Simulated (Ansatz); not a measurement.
**Al2O3 (R-3c), small polaron or free hole**

Aim: find out whether an added hole stays on a pair of O atoms pulled together in Al2O3 (R-3c) by distorting the lattice there, how its energy compares with the band edge, and how the answer depends on the level of theory. The model is a cell of 120 host atoms.

Calculated with Ansatz 0.2.0; plane-wave PAW DFT, HSE06; relaxation of all atoms of a supercell at fixed charge in a uniform background.

In doubt: the hybrid run may have settled on a false gap or state (step 2), so the values of those runs are not to be relied on.

### Step 1. The structure

The cell holds 120 atoms: 48 Al and 72 O. Its edges and angles: a = 9.617 Å, b = 9.617 Å, c = 13.125 Å, α = 90.0°, β = 90.0°, γ = 120.0°. It derives from Al2O3 (space group R-3c). Nearest the centre at fractional (0.833, 0.590, 0.583): O107 at 1.08 Å, O120 at 1.08 Å, Al99 at 1.53 Å, Al102 at 1.53 Å, O117 at 2.21 Å, Al65 at 2.33 Å, Al31 at 2.33 Å, O80 at 2.38 Å. The cell carries charge +1.

The host's dielectric constants go in as inputs: (3.32, 3.32, 3.29) for the electrons alone, (10.26, 10.26, 12.61) with the ions, computed on the host (DFPT, PBEsol).

The cell's shortest repeat is 9.6 Å.

The centre named in tables marks the trial (a pair of O atoms pulled together), and distances without another origin count from it. The distances above are those of the displaced start.

### Step 2. Relaxation with the hole, HSE06

Semilocal functionals spread an added carrier through self-interaction, so the relaxation is made with exact exchange mixed in. The share of exact exchange was chosen, not fitted; 1/ε∞ of the host is 0.30. A carrier doesn't trap itself from the perfect lattice, where equivalent sites compete, so the atoms around the trial site start displaced and the spin starts there. The total moment is locked to that of one carrier.

Contents of qp1_M1_trap.hrelax/input.yaml:

```yaml
crystal:
  lattice:
    - [9.61712014, 0.0, 0.0]
    - [-4.80856007, 8.32867035, 0.0]
    - [0.0, 0.0, 13.12487176]
  atoms:
    - { symbol: Al, position: [0.0, 0.0, 0.647875] }
    - { symbol: Al, position: [0.166667, 0.333333, 0.314542] }
[... 10 atom lines left out ...]
    - { symbol: O, position: [0.013584, 0.333333, 0.416667] }
[... 3 atom lines left out ...]
    - { symbol: O, position: [0.180251, 0.013584, 0.583333] }
[... 4 atom lines left out ...]
    - { symbol: O, position: [0.0, 0.346918, 0.75] }
[... 4 atom lines left out ...]
    - { symbol: O, position: [0.333333, 0.319749, 0.583333] }
[... 2 atom lines left out ...]
    - { symbol: O, position: [0.486416, 0.166667, 0.583333] }
    - { symbol: Al, position: [0.0, 0.5, 0.647875] }
    - { symbol: Al, position: [0.166667, 0.833333, 0.314542] }
[... 1 atom line left out ...]
    - { symbol: Al, position: [0.0, 0.5, 0.852125] }
    - { symbol: Al, position: [0.166667, 0.833333, 0.518791] }
[... 2 atom lines left out ...]
    - { symbol: Al, position: [0.166667, 0.833333, 0.814542] }
[... 1 atom line left out ...]
    - { symbol: Al, position: [0.0, 0.5, 0.352125] }
[... 2 atom lines left out ...]
    - { symbol: O, position: [0.013584, 0.833333, 0.416667] }
[... 3 atom lines left out ...]
    - { symbol: O, position: [0.180251, 0.513584, 0.583333] }
[... 1 atom line left out ...]
    - { symbol: O, position: [0.153082, 0.653082, 0.75] }
[... 2 atom lines left out ...]
    - { symbol: O, position: [0.0, 0.846918, 0.75] }
    - { symbol: O, position: [0.166667, 0.680251, 0.416667] }
[... 3 atom lines left out ...]
    - { symbol: O, position: [0.333333, 0.819749, 0.583333] }
[... 2 atom lines left out ...]
    - { symbol: O, position: [0.486416, 0.666667, 0.583333] }
[... 1 atom line left out ...]
    - { symbol: Al, position: [0.666667, 0.333333, 0.314542] }
[... 2 atom lines left out ...]
    - { symbol: Al, position: [0.666667, 0.333333, 0.518791] }
[... 2 atom lines left out ...]
    - { symbol: Al, position: [0.666667, 0.333333, 0.814542] }
    - { symbol: Al, position: [0.833333, 0.166667, 0.481209] }
[... 2 atom lines left out ...]
    - { symbol: Al, position: [0.833333, 0.166667, 0.685458] }
    - { symbol: O, position: [0.513584, 0.333333, 0.416667] }
[... 1 atom line left out ...]
    - { symbol: O, position: [0.846918, 0.0, 0.75] }
[... 3 atom lines left out ...]
    - { symbol: O, position: [0.653082, 0.153082, 0.75] }
    - { symbol: O, position: [0.819749, 0.486416, 0.416667] }
[... 1 atom line left out ...]
    - { symbol: O, position: [0.5, 0.346918, 0.75] }
    - { symbol: O, position: [0.666667, 0.180251, 0.416667] }
[... 3 atom lines left out ...]
    - { symbol: O, position: [0.833333, 0.319749, 0.583333] }
[... 3 atom lines left out ...]
    - { symbol: Al, position: [0.5, 0.5, 0.647875] }
[... 2 atom lines left out ...]
    - { symbol: Al, position: [0.5, 0.5, 0.852125] }
    - { symbol: Al, position: [0.666667, 0.833333, 0.518791] }
[... 2 atom lines left out ...]
    - { symbol: Al, position: [0.666667, 0.833333, 0.814542] }
    - { symbol: Al, position: [0.833333, 0.666667, 0.481209] }
    - { symbol: Al, position: [0.5, 0.5, 0.352125] }
[... 1 atom line left out ...]
    - { symbol: Al, position: [0.833333, 0.666667, 0.685458] }
[... 2 atom lines left out ...]
    - { symbol: O, position: [0.846918, 0.5, 0.75] }
[... 1 atom line left out ...]
    - { symbol: O, position: [0.704079, 0.525471, 0.583333], spin: 0.5 }
[... 1 atom line left out ...]
    - { symbol: O, position: [0.653082, 0.653082, 0.75] }
    - { symbol: O, position: [0.819749, 0.986416, 0.416667] }
[... 2 atom lines left out ...]
    - { symbol: O, position: [0.666667, 0.680251, 0.416667] }
[... 3 atom lines left out ...]
    - { symbol: O, position: [0.833333, 0.819749, 0.583333] }
[... 2 atom lines left out ...]
    - { symbol: O, position: [0.962587, 0.65478, 0.583333], spin: 0.5 }
  host:
    repeats: [2, 2, 1]
    atoms:
      - { symbol: Al, position: [0.0, 0.0, 0.647875] }
      - { symbol: Al, position: [0.333333, 0.666667, 0.314542] }
      # ... 28 more atoms of the perfect host
total_charge: 1
basis:
  ecutwfc: 420
  xc_grid: 2
hamiltonian:
  xc: hse06
kpoints:
  mp_grid: { grid: [1, 1, 1] }
magnetization:
  spin_polarized: true
  initial_magnetization: 1
  spin_locking: { lock_magnetization: hard }
scf:
  occupations: { method: fixed }
  max_iter: 80
output:
  forces: true
  charged_corrections:
    epsilon: [3.32, 3.32, 3.29]
    static_epsilon: [10.26, 10.26, 12.61]
    defect_position: [0.833333, 0.590125, 0.583333]
relax:
  f_tol: 0.03
  max_steps: 45
  random_displacement: { amplitude: 0.02, seed: 4395 }
checkpoint:
  write: "../qp1_M1_trap.hrelax.run"
  compress: false
  write_wavefunctions: true
  write_every: 100000
```

Launch:

```bash
$ ansatz run input.yaml --threads 32 --pin off --max-ram 84787MiB --backend cuda --events-out ev --progress --plain --runs-dir out --max-vram 78GiB
```

Numbers of over 12 decimals in the logs are rounded to 6 here.

Output:

```text
[... repeated set-up lines and file paths are left out, and long positions are rounded to six places ...]
exact exchange: scf.exx.singularity resolves to wigner_seitz, which cuts the screened interaction at the faces of the exchange supercell's Wigner-Seitz cell, so that each pair interacts once, at the shortest of its separations (the periodic images that this [...]
Engine: ansatz 0.2.0, aarch64-unknown-linux-gnu
Pseudopotentials: kind: paw
Pseudopotential: Al, paw, valence charge 3, recommended cutoff 420 eV (normal), Al.paw.azcp
Pseudopotential: O, paw, valence charge 6, recommended cutoff 420 eV (normal), O.paw.azcp
Functional definition: HSE06
  parameter a = 0.25
  parameter omega = 0.11/bohr
  exchange = pbe_x - a*pbe_x_sr(omega) + a*exact_x_sr(omega)
  correlation = pbe_c
davidson cushion auto → on  (no smearing: the cushion is to keep the highest requested band from converging to the state above it; pin scf.eigensolver.cushion to override)
[...]
Crystal: 120 atoms, lattice volume = 1051.274 Å³
Basis set: ecut = 420 eV, 20497 PW (Γ), exchange–correlation on 144×144×180 points (8 copies of the dense FFT grid, shifted against one another)
Bands: 408, of which v1, the nominal top of the filled ones, is band 288 counted from 1 (287 counted from 0)
Symmetry: 1 space group operations
k-points: 1
Non-local potential: Al, projectors of the file, l = 0: 2, l = 1: 2, l = 2: 1
Non-local potential: O, projectors of the file, l = 0: 2, l = 1: 2, l = 2: 1
PAW form: soft (Blöchl's): semilocal exchange-correlation on the pseudo side does not see the compensation charge
PAW frozen core: Al, regenerated for the run's functional, and the local potential with it (the file was generated under x = pbe(κ = 0.804, μ = 0.219515), c = pbe(β = 0.066725))
PAW frozen core: O, regenerated for the run's functional, and the local potential with it (the file was generated under x = pbe(κ = 0.804, μ = 0.219515), c = pbe(β = 0.066725))
PAW one-centre angular grid: Al, 110 points (default); XC on 64 Gauss nodes
PAW one-centre angular grid: O, 110 points (default); XC on 96 Gauss nodes
Initial density: superposition of atomic densities (chi_scale 0.1, normalization cell, long waves kept (reshape's long-wave potential 0.03 eV rms))
Starting moments: Σ|m| = 1 μB on 2 of 120 sites
Initial wavefunctions: pseudopotential atomic-orbital guess
[...]
Functional: x = pbe(κ = 0.804, μ = 0.219515), c = pbe(β = 0.066725), warm-up for x = pbe(κ = 0.804, μ = 0.219515) + 0.25 (exact − pbe) at short range (hse, ω = 0.207870 Å⁻¹), c = pbe(β = 0.066725); [...]
iter 1 solved again at ethr=2.94e-2 eV; its pass at ethr=1.00e-1 eV (dr2=1.69e2 eV) is discarded
SCF iter   1: F=—  HF=-66887.929024 eV  |Δ(HF+E_count)|=         —  Δρ=6.43e-2 (↑6.43e-2 ↓6.42e-2)  dr2=1.69e2  dr2_m=1.71e-1  M=1.000 μB ∫|m|=1.061 μB  Hψ=4842
preconditioner: auto → none  [insulator: Δε(μ)=0.253 eV  Ē_g=18.122 eV  n_scr=286 (ndim 8)  ℏωp=27.5 eV  f_vac=0.000]
SCF iter   2: F=—  HF=-66842.809718 eV  |Δ(HF+E_count)|=    4.51e1  Δρ=2.54e-2 (↑2.23e-2 ↓2.54e-2)  dr2=2.05e1  dr2_m=3.88e-1  M=1.000 μB ∫|m|=1.177 μB  Hψ=1928
[...]
SCF iter  23: F=-66841.108250 eV  HF=-66841.108250 eV  |Δ(HF+E_count)|=   2.59e-9  Δρ=1.18e-6 (↑6.63e-7 ↓1.18e-6)  dr2=1.56e-8  dr2_m=5.92e-9  M=1.000 μB ∫|m|=1.115 μB  Hψ=1804
SCF 1 converged in 23 iterations: F = -66841.108250 eV  dr2 = 1.56e-8
  greatest PAW one-centre occupation: 0.862 electrons in one spin orbital (limit 2), on the O atom at site 106 (counted from 0), in its partial waves of l = 0
the semilocal start has a gap of 0.020 eV: under exact exchange another state, often on complex orbitals, can lie lower than the one that it leads to. A single point with scf.lower_state_search: full and scf.eigensolver.gamma_real: false can look for it
[...]
Starting moments: Σ|m| = 1 μB on 2 of 120 sites; this step starts from the density that it was given
[...]
hybrid outer 1: dexx = +1.984e-1 eV, tail = 2.03e-4 eV
[...]
hybrid outer 2: dexx = +7.726e-5 eV, tail = 2.95e-7 eV, Δε = 1.51e-3 eV (about 1.13e-4 eV left of the loop's levels), ΔF = 6.43e-3 eV/Å (tail 7.41e-4)
[...]
hybrid outer 1: dexx = +2.431e0 eV, tail = 4.32e-3 eV
[...]
hybrid outer 2: dexx = +1.787e-2 eV, tail = 4.18e-5 eV, Δε = 3.27e-2 eV (about 3.71e-3 eV left of the loop's levels), ΔF = 3.03e-1 eV/Å (tail 3.93e-2)
[...]
hybrid outer 1: dexx = +1.854e0 eV, tail = 2.11e-3 eV
[...]
hybrid outer 2: dexx = +3.847e-4 eV, tail = 1.61e-5 eV, Δε = 2.64e-3 eV (about 3.17e-4 eV left of the loop's levels), ΔF = 3.40e-1 eV/Å (tail 1.07e-1)
[...]
hybrid outer 3: dexx = +3.528e-5 eV, tail = 2.48e-6 eV, Δε = 9.11e-4 eV (about 4.18e-4 eV left of the loop's levels), ΔF = 4.60e-3 eV/Å (tail 2.66e-2)
[...]
SCF 9 converged in 2 iterations: F = -66856.795023 eV  dr2 = 8.67e-8
[...]
SCF 10 converged in 4 iterations: F = -66856.795024 eV  dr2 = 1.20e-8
[...]
relax step   4: F+E_penalty+E_count = -66856.79502360 eV  Δ(F+E_penalty+E_count) = -5.525e-7 eV  max|allowed force component| = 5.013e-2 eV/Å  Δτ_max = 0.0000 Å  (6 SCF iters, accepted)
[...]
hybrid outer 2: dexx = +5.307e-6 eV, tail = 1.15e-6 eV, Δε = 2.86e-4 eV (about 5.27e-5 eV left of the loop's levels), ΔF = 2.39e-2 eV/Å (tail 2.87e-2)
[...]
iter 6 solved again at ethr=1.00e-12 eV; its pass at ethr=9.33e-12 eV (dr2=1.74e-9 eV) is discarded
SCF iter   6: F=-66856.797503 eV  HF=-66856.797503 eV  |Δ(HF+E_count)|=  9.17e-10  Δρ=5.12e-7 (↑5.03e-7 ↓5.12e-7)  dr2=1.84e-9  dr2_m=1.26e-9  M=1.000 μB ∫|m|=1.237 μB sched 1.00e-12)  Hψ=4294
SCF 13 converged in 6 iterations: F = -66856.797503 eV  dr2 = 1.84e-9
[...]
hybrid outer 3: dexx = +3.982e-6 eV, tail = 1.92e-8 eV, Δε = 2.61e-4 eV (about 3.72e-5 eV left of the loop's levels), ΔF = 1.38e-3 eV/Å (tail 4.78e-3)
the filled states extend beyond the cell (their overlap across the Brillouin zone is 0.000, against 0 in a metal and nearly 1 for localised states). With one k-point a hybrid's gap, moments and forces can then be wrong. [...]
[...]
relax step   5: F+E_penalty+E_count = -66856.79750320 eV  Δ(F+E_penalty+E_count) = -2.480e-3 eV  max|allowed force component| = 8.963e-3 eV/Å  Δτ_max = 0.0053 Å  (17 SCF iters, accepted)
hybrid SCF converged: 3 outer / 17 inner (+0 warm-up), last move |dexx| = 3.98e-6 eV, tail = 1.92e-8 eV
Magnetization: 1.0000 μB (288.0000 up, 287.0000 down)
Absolute magnetization: 1.2394 μB (∫|ρ↑−ρ↓|, with the PAW one-centre terms)
Spin contamination: 0.0007 ħ² per cell (⟨S²⟩ above its minimum at these occupations)
Per-site moments (μB) at R_I (Å): [(-0.000258411, 0.773176), (-0.00025929, 0.773034), (-0.000258194, 0.773164), [... 6 left out ...]
Free energy (F): -66856.797503 eV
Frozen-core exchange: fock
Harris-Foulkes:  -66856.797503 eV  (|F-HF|=1.16e-10)
Internal energy: -66856.797503 eV  (E = F + TS)
E sigma→0 (E₀):  -66856.797503 eV
Fermi energy:    6.035837 (↑ 6.031002, ↓ 6.035837) eV
--- Per-component energies (eV) ---
  E_band       = -408.381886
  E_kinetic    = 14191.305412
  E_local      = -24094.716697  (includes V_loc(G=0)·N_el)
  E_nonlocal   = 3779.215536
  E_hartree    = 8952.382402
  E_xc         = -5910.643722
  E_vxc        = -6657.689292  (∫ρ·V_xc dr)
  E_exx        = -1625.034548  (= α·E_x^exact, valence–valence)
  E_paw        = -33663.857384  (= ΣΔE_a)
  E_vpaw       = -2281.372325  (= ΣTr[D̂ρ^β])
  E_aug_tail   = 0.179795  (compensation charges beyond the density's cutoff)
  E_ewald      = -28481.556078
  E_core_change = -4.072218  (= ΣΔE_core)
  E_smearing   = -0.000000  (= −TS)
  E_closure    = -0.000000  (closes the sum)
  E_deformation_potential = 18.160072  (in the stress; not in F)
  Σ components = -66856.797503   (vs F -66856.797503, Δ=0.00e0)
--- Forces (eV/Å), atoms counted from 1 ---
  atom   1  Al    -0.00273498    -0.00489670    -0.00304544
  atom   2  Al     0.00448197    -0.00690562     0.00062806
  [... 4 atoms left out ...]
  [... 114 more lines of this table ...]
  max |Σ_I F_I| component: 3.42e-5 eV/Å
--- Charged-cell corrections in eV (Makov–Payne, q = +1.000 e, ε = [10.260, 10.260, 12.610]) ---
  F (periodic)     = -66856.797503  (uncorrected; the corrections below are reported, never added to it)
  E_corr1          = +0.179241  (monopole, q²α_M/2ε̄L, of the cell on which ε is isotropic)
  F Makov-Payne    = -66856.618262  (F + E_corr1; no measured alignment; for a localised charge, not one spread in a band: unchecked)
  no potential alignment in this run, which stands beside a crystal: run the host's input off ansatz write-host-input, and read the two finished runs by ansatz place-levels (neither reads a slab, a wire or a sheet, whose cell leaves a vacuum)
--- Band table (eV) ---
  k-point 0 ↑: bands = ["-14.5591", "-14.0875", "-14.0874", "-13.5182", "-13.5175", "-13.5169", "-13.5169", "-13.5166", "-13.5162", [... rest cut ...]
  k-point 0 ↓: bands = ["-14.5330", "-14.0590", "-14.0589", "-13.4895", "-13.4888", "-13.4881", "-13.4880", "-13.4876", "-13.4873", [... rest cut ...]
  guard bands above this table: 38 of the run's 408 bands. The solve was not asked for them (output.publish_guard_bands: true or output.eigenvalues: true publishes all)
--- Relaxed structure (5 steps of the walk, 5 accepted, 0 SCFs on fresh bases) ---
  F+E_penalty+E_count = -66856.79750320 eV   max|allowed force component| = 8.963e-3 eV/Å
  atoms:
    - { symbol: Al, position: [-0.000229, -0.000162, 0.648019] }
    - { symbol: Al, position: [0.166384, 0.333149, 0.314672] }
    [... 4 atoms left out ...]
  [... 114 more lines of this table ...]
```

Wall time 35 s (1 × NVIDIA GB200 with 32 threads of Arm Neoverse V2, shared host); peak memory 2.1 GiB.

The steps of the relaxation:

```
step  energy less that of the first step (eV)  largest force component (eV/Å)
   1                                   0.0000                          3.5577
   2                                  -0.8677                          1.6454
   3                                  -1.1986                          0.0502
   4                                  -1.1986                          0.0501
   5                                  -1.2011                          0.0090
```

The atoms that moved most (Å, from the sites as typed, ahead of the random displacement, the mean shift of all atoms taken out):

```
atom      dx      dy     dz  length
O107  -0.172  -0.099  0.000   0.199
O120   0.172   0.099  0.000   0.199
```

The moves above count from the input, in which the atoms at the trial site were already displaced.

Neighbours of the ideal centre at the end:

```
 atom  distance (Å)
 O120         1.273
 O107         1.277
 Al99         1.527
Al102         1.529
 O117         2.209
 Al31         2.329
 Al65         2.331
  O80         2.380
 O105         2.381
```

The sizes of the moments in the atoms' spheres add to about 1.0 μB, shared by more than 30 atoms in effect: the carrier has spread out.

### Step 3. The states that it is compared with

Its energy has a meaning only beside the cell without the carrier and the carrier left in the undistorted cell, under the same functional.

Times on 1 × NVIDIA GB200 with 32 threads of Arm Neoverse V2, shared host:

```
charge        start                          kind  largest moment on one atom (μB)  time
     0  ideal sites                    relaxation                                -  13 s
    +1  ideal sites  single point, state in doubt                             0.01  13 s
```

[end of part 1 of 2]

[Logs are printed without paths, hosts, clocks, repeated set-up lines and the standing remarks that a program may print on its own settings, such as how far it seeks lower states.]

[Hosts, paths, dates, database ids (printed as entryN), source tags and the programs' standing remarks are cut or masked in the printed files.]

[For some hosts the program warned that the k-mesh of the response run may be too coarse for force constants and the static dielectric constant; such warnings are not shown here.]
